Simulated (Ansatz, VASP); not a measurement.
WS2 (Tungstenite) in VASP and in Ansatz

Contents of INCAR:

```
PREC = Accurate
ENCUT = 520
EDIFF = 1E-6
ISMEAR = -1
SIGMA = 0.05
LREAL = F
LASPH = T
NELM = 60
ALGO = Normal
ISIF = 2
LWAVE = F
LCHARG = T
GGA = RE
LELF = T
LVHAR = T
NBANDS = 35
```

File KPOINTS:

```
regular mesh
0
Gamma
  10 10 3
```

The input POSCAR:

```
WS2
1.0
    3.1800000000      0.0000000000      0.0000000000
   -1.5900000000      2.7539607840      0.0000000000
    0.0000000000      0.0000000000     12.5000000000
W S
2 4
Direct
    0.6666666667      0.3333333333      0.7500000000
    0.3333333333      0.6666666667      0.2500000000
    0.6666666667      0.3333333333      0.3750000000
    0.3333333333      0.6666666667      0.8750000000
    0.6666666667      0.3333333333      0.1250000000
    0.3333333333      0.6666666667      0.6250000000
```

File input.yaml:

```yaml
crystal:
  lattice:
    - [3.18, 0.0, 0.0]
    - [-1.59, 2.753960784, 0.0]
    - [0.0, 0.0, 12.5]
  atoms:
    - { symbol: W, position: [0.6666666667, 0.3333333333, 0.75] }
    - { symbol: W, position: [0.3333333333, 0.6666666667, 0.25] }
    - { symbol: S, position: [0.6666666667, 0.3333333333, 0.375] }
    - { symbol: S, position: [0.3333333333, 0.6666666667, 0.875] }
    - { symbol: S, position: [0.6666666667, 0.3333333333, 0.125] }
    - { symbol: S, position: [0.3333333333, 0.6666666667, 0.625] }
hamiltonian:
  xc: revpbe
  pseudopotentials: { kind: paw }
kpoints:
  mp_grid: { grid: [10, 10, 3] }
  band_path:
    path:
      - [[0.0, 0.0, 0.0], [0.5, 0.0, 0.0], [0.3333333333, 0.3333333333, 0.0], [0.0, 0.0, 0.0], [0.0, 0.0, 0.5], [0.5, 0.0, 0.5], [0.3333333333, 0.3333333333, 0.5], [0.0, 0.0, 0.5]]
      - [[0.5, 0.0, 0.5], [0.5, 0.0, 0.0]]
      - [[0.3333333333, 0.3333333333, 0.0], [0.3333333333, 0.3333333333, 0.5]]
    npoints: 14
scf:
  occupations: { method: fermi_dirac, width: 0.05 }
  n_extra_bands: 15
output:
  forces: true
  stress: true
  eigenvalues: true
  fatbands: true
```

Alike in both runs: functional revPBE; k mesh 10 × 10 × 3; occupations fermi-dirac, width 0.05 eV; no spin polarisation.

|  | VASP | Ansatz |
| --- | --- | --- |
| version | VASP 6.6.1 | Ansatz 0.2.0 |
| potentials or method | VASP PAW PBE potentials, release 64 (W_sv, S) | Ansatz PAW |
| plane-wave cutoff (eV) | 520 | 420 |
| valence electrons in the cell | 52 | 52 |
| task | single point | band structure |

Ansatz gave:

* gap on the k mesh at the Fermi level (eV): 1.16
* least direct gap on the mesh (eV): 2.09
* pressure (GPa): 4.2
* largest component of the traceless stress (GPa): 1.29
* rms of the force components (eV/Å): 0.087

Q: Which values does VASP return?

A: gap on the k mesh at the Fermi level (eV): 1.18; least direct gap on the mesh (eV): 2.09; pressure (GPa): 4.1; largest component of the traceless stress (GPa): 1.29; rms of the force components (eV/Å): 0.084.

Atom by atom the forces differ by 0.003 eV/Å (rms over components). With one functional, cell and mesh, what is left measures potentials, basis and numerics.

Caveats: spin-orbit coupling is left out, which moves the levels of the heavy elements; this functional lacks dispersion, which binds the layers, so the pressure and a relaxed spacing across them are unreliable; the PAW data sets were made with another functional, which shifts forces and pressure a little (VASP); an odd mesh through Γ misses points on the zone boundary, where band edges often lie (VASP); the k mesh misses the band edges, so the gap on the mesh is wider than the one along the path (Ansatz); the PAW data sets come from PBE, with cores solved anew for the run's functional, which leaves a small shift of forces and pressure (Ansatz). revPBE gaps usually lie below the measured ones, often by a third to a half.
